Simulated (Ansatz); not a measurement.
# Field gradients against strain in CdSe

```xyz
2
Lattice="0.0000 3.0703 3.0703 3.0703 0.0000 3.0703 3.0703 3.0703 0.0000" Properties=species:S:1:pos:R:3 pbc="T T T"
Cd    0.0000    0.0000    0.0000
Se    1.5351    1.5351    1.5351
```

Atoms are numbered in the order listed.

Structure from Materials Project entry mp-2691 (possibly hypothetical), not relaxed further.

Computed with DFT, LDA, all-electron PAW with datasets made for the crystal, scalar-relativistic (Ansatz 0.2.0).

Numerical set-up: a Γ-centred 8×8×8 k mesh, Fermi–Dirac smearing of 0.03 eV, cutoff 240 eV (chosen by the program for this cell), no spin polarisation.

The strain is applied along the Cartesian axes of the cell as listed (γ is the engineering shear, twice εxy = εyz = εzx). Fractional coordinates are held (clamped ions).

The columns are Cartesian components of the electric field gradient at the nuclei, in 10²¹ V/m².

Spin–orbit coupling is left out, which moves gradients at and beside heavy atoms by some per cent and at worst by a factor of two.

Only quantities that a quadratic follows smoothly over the whole series are listed; rougher ones are left out.

| γ | Vxy at Cd1 | Vxy at Se2 |
| --- | --- | --- |
| -0.0300 | -1.43 | -0.59 |
| -0.0100 | -0.48 | -0.21 |
| 0.0000 | 0.00 | 0.00 |
| 0.0100 | 0.48 | 0.22 |
| 0.0200 | 0.96 | 0.45 |
| 0.0300 | 1.43 | 0.69 |

(1) Fit the series and give the gradient–strain slopes.

(2) One run, at γ = -0.0200, is withheld. Predict its row.

Answers

(1) Least-squares fits y = p0 + p1 x + p2 x² to the rows give Vxy at Cd1: p1 = 47.7, p2 = -5.3e-13; Vxy at Se2: p1 = 21.4, p2 = 56. The slopes p1 are in 10²¹ V/m² per unit strain, for clamped ions.

(2) The fits give -0.95, -0.41; the run gave -0.96, -0.40.
